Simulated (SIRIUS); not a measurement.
## Be2C under changes of volume

One of the cells (6.901 Å³/atom); the others are scaled copies at fixed shape and fractional positions:

```
C Be
1.0
     0.00000    2.17934    2.17934
     2.17934    0.00000    2.17934
     2.17934    2.17934    0.00000
C Be
1 2
Direct
  0.00000 0.00000 0.00000
  0.75000 0.75000 0.75000
  0.25000 0.25000 0.25000
```

- Program: SIRIUS 7.10.0
- Functional: PBEsol
- Potentials or basis: PseudoDojo 0.4.1 PBEsol standard (scalar relativistic)
- Cutoff: 1202 eV
- Density cutoff: 4809 eV
- k mesh: 11 × 11 × 11
- Occupations: fermi-dirac, width 0.05 eV
- Spin: no spin polarisation

```tsv
volume (Å³/atom)	energy over the lowest point (meV/atom)	pressure (GPa)	gap on the mesh (eV)
6.359	11.61	11.8	1.20
6.495	3.79	6.8	1.19
6.630	0.00	2.2	1.18
6.901	?	?	?
7.036	9.47	-9.2	1.15
7.171	18.61	-12.4	1.14
```

Task: What does the run at 6.901 Å³/atom give?

Result: Energy over the lowest point 3.15 meV/atom; pressure -5.8 GPa; gap on the mesh 1.16 eV.

Worked out: A Birch-Murnaghan fit of order 3 (a polynomial in V^(-2/3)) to the other rows has its minimum at 6.70 Å³/atom with B0 = V·E''(V) = 205 GPa and B' = 3.3. It gives 3.14 meV/atom at 6.901 Å³/atom, against the run's 3.15, and -dE/dV = -5.7 GPa, against -5.8. A straight line through the other rows of the gap, of slope -0.5 eV per unit of ln V, gives 1.16 eV, against the run's 1.16.

Energies are extrapolated to zero smearing.

Caveats: an odd mesh through Γ misses points on the zone boundary, where band edges often lie.
